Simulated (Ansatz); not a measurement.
PbS:

```
Pb S
1.0
     3.65366    0.00000    0.00000
     0.00000    3.65366    0.00000
     0.00000    0.00000    3.65366
Pb S
1 1
Direct
  0.00000 0.00000 0.00000
  0.50000 0.50000 0.50000
```

Measurements of this composition are mostly on another form, of space group No. 225.

Base run:

| Item | Value |
| --- | --- |
| Program | Ansatz 0.2.0 |
| Functional | LDA |
| Potentials or basis | all-electron LAPW, scalar-relativistic |
| Cutoff | 155 eV (chosen from the basis error) |
| Basis error allowed | 0.001 eV/atom |
| k mesh | 7 × 7 × 7 |
| Occupations | gaussian, width 0.05 eV |
| Spin | no spin polarisation |

Its results: pressure -5.2 GPa.

Question: The run is repeated on the same cell with these changes: functional from LDA to PBE; occupations from gaussian, width 0.05 eV to gaussian, width 0.1 eV. What comes out?

Answer: Pressure 0.0 GPa.
